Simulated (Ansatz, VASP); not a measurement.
AgCl in VASP and in Ansatz

```
Ag Cl
1.0
     0.00000    2.80915    2.80915
     2.80915    0.00000    2.80915
     2.80915    2.80915    0.00000
Ag Cl
1 1
Cartesian
  0.0000 0.0000 0.0000
  2.8091 2.8091 2.8091
```

Change from the starting cell: volume scaled by 1.04, PAW files.

Alike in both runs: task electric field gradients; functional r2SCAN; k mesh 9 × 9 × 9; occupations fermi-dirac, width 0.01 eV; no spin polarisation.

```csv
,VASP,Ansatz
version,VASP 6.6.1,Ansatz 0.2.0
potentials or method,"VASP PAW PBE potentials, release 64 (Ag, Cl)","PAW with Ansatz's default frozen-core files, scalar-relativistic"
plane-wave cutoff (eV),520,500
valence electrons in the cell,18,26
```

```csv
,VASP,Ansatz,Ansatz less VASP
gap on the k mesh at the Fermi level (eV),1.47,1.52,+0.052
pressure (GPa),-1.9,-1.8,+0.08
Vzz of the field gradient on the site that differs most (V/Å²),0.0,0.0,0.00
```

With one functional, cell and mesh, what is left measures potentials, basis and numerics. The two sets of potentials don't hold the same shells in valence. Ansatz warned: «gradients_without_spin_orbit».

Caveats: the PAW data sets were made with another functional, which shifts forces and pressure a little (VASP); an odd mesh through Γ misses points on the zone boundary, where band edges often lie.
